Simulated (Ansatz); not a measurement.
## Mn: levels along high-symmetry lines

```
Mn
1.0
     2.28768    0.00000    0.00000
     0.00000    2.28768    0.00000
     0.00000    0.00000    2.28768
Mn
1
Direct
  0.00000 0.00000 0.00000
```

Conventional cell: a = 2.288 Å, b = 2.288 Å, c = 2.288 Å, α = 90.00°, β = 90.00°, γ = 90.00°. Mn (atom 1) is surrounded by 6 Mn at 2.29 Å.

The cell was built from the sc type and relaxed in the same program, and has space group Pm-3m; it needn't be a known or the stable phase.

The magnetic state is the one reached from the start moments; no search over orders was made, so it needn't be the ground state.

Theory: Ansatz 0.2.0, DFT, PBE, all-electron LAPW, scalar-relativistic.

Settings: a Γ-centred 14×14×14 k mesh, Fermi–Dirac smearing of 0.05 eV, basis error target 1 meV/atom, spin-polarised from start moments Mn 4 μB, ending with a cell moment of 0.48 μB.

Points in fractions of the reciprocal vectors of this cell: Γ (0, 0, 0), X (0, 0.5, 0), M (0.5, 0.5, 0), R (0.5, 0.5, 0.5). The path joins them by straight lines in the order Γ–X–M–Γ–R–X–R–M; legs that retrace an earlier one aren't tabulated. Energies are in eV from the Fermi level.

Q: List the spin-up levels at R between -8 and 6 eV.

A: -3.59 (×3), 2.83 (×2).

Q: List the spin-up levels at Γ between -8 and 6 eV.

A: -3.75 (×2), 1.34 (×3).

Q: List the spin-down levels at M between -8 and 6 eV.

A: -4.69, -2.12, 0.58 (×2), 3.04.

Q: What is the band gap?

A: none: bands cross the Fermi level, a metal.
